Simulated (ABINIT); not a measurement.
Runs of ABINIT 10.8.3 (patched build) on TiB2. Symmetry: P6/mmm, No. 191, hexagonal system. The conventional cell has a = 3.029 Å, b = 3.029 Å, c = 3.228 Å, α = 90.00°, β = 90.00°, γ = 120.00°. Around Ti (site symmetry 6/mmm) lie 12 B at 2.38 Å. B (site symmetry -6m2) has 3 B at 1.75 Å as nearest neighbours. 

```csv
task,level,potentials or basis,cell,k mesh,cell freedom (optcell),cutoff smearing ecutsm (Ha),optimiser (ionmov),force stop (Ha/bohr),dispersion computed by,mesh quality,gap on the mesh (eV),pressure (GPa),V0 of scaled cells (Å³/atom),B0 (GPa)
band structure,AM05,JTH PAW PBE v2.0,as given,10 × 10 × 8,-,-,-,-,-,not flagged,none,(a),-,-
equation of state,RPBE,JTH PAW PBE v2.0,as given,10 × 10 × 8,-,-,-,-,-,not flagged,-,-,8.73,244
relaxation of cell and atoms,LDA,JTH PAW LDA v2.0,relaxed to 1 GPa,10 × 10 × 8,2,0.5,2,0.0005,-,not flagged,none,1.0,-,-
single point,PBEsol,JTH PAW PBE v2.0,as given,4 × 4 × 3,-,-,-,-,-,coarse,none,-4.1,-,-
equation of state,RPBE+D4,JTH PAW PBE v2.0,as given,10 × 10 × 8,-,-,-,-,dftd4 4.3.1,not flagged,-,-,8.18,(b)
equation of state,revPBE+D4,JTH PAW PBE v2.0,as given,10 × 10 × 8,-,-,-,-,dftd4 4.3.1,not flagged,-,-,8.19,272
band structure,SOGGA,JTH PAW PBE v2.0,as given,10 × 10 × 8,-,-,-,-,-,not flagged,none,-5.6,-,-
band structure,PW91,JTH PAW PBE v2.0,as given,10 × 10 × 8,-,-,-,-,-,not flagged,none,0.7,-,-
```

Alike in all rows: no spin polarisation; cutoff (eV) 408; smearing fermi-dirac 0.05 eV.

**Question.** Estimate the missing entries.

**Answer.** (a) -5.2; (b) 271.

Caveats: some runs use coarse meshes; the atomic spheres overlap; the PAW data sets were made with another functional, which shifts forces and pressure a little (some runs); pressures at fixed basis lie under the slope of the energies (some runs); the cell was scaled at fixed shape and fractional positions, which overstates the stiffness of a crystal with free parameters, most of all of layers and chains (some runs).

A gap of «none» marks a metal or a gap under the smearing width.

Runs at the PBE level aren't shown here.
